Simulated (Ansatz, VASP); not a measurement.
## C in VASP and in Ansatz

```
CELL_PARAMETERS angstrom
1.22948 0.70984 3.44222
-1.22948 0.70984 3.44222
0.00000 -1.41968 3.44222
ATOMIC_POSITIONS crystal
C 0.16655 0.16655 0.16655
C 0.83345 0.83345 0.83345
```

Alike in both runs: functional PBEsol; k mesh 9 × 9 × 9; occupations gaussian, width 0.1 eV; no spin polarisation.

Ansatz relaxed the structure, and its values are those at the end. VASP's run is a single point on that final structure, the one shown.

|  | VASP | Ansatz |
| --- | --- | --- |
| version | VASP 6.6.1 | Ansatz 0.2.0 |
| potentials or method | VASP PAW PBE potentials, release 64 (C) | scalar-relativistic, plane waves, PAW |
| plane-wave cutoff (eV) | 520 | 420 |
| valence electrons in the cell | 8 | 8 |

|  | VASP | Ansatz | Ansatz less VASP |
| --- | --- | --- | --- |
| gap on the k mesh at the Fermi level (eV) | 0.58 | 0.58 | -0.001 |
| least direct gap on the mesh (eV) | 0.58 | 0.58 | -0.001 |
| pressure (GPa) | 0.8 | 0.2 | -0.64 |
| rms of the force components (eV/Å) | 0.004 | 0.004 | +0.0001 |

Caveats: the PAW data sets were made with another functional, which shifts forces and pressure a little (VASP); an odd mesh through Γ misses points on the zone boundary, where band edges often lie.
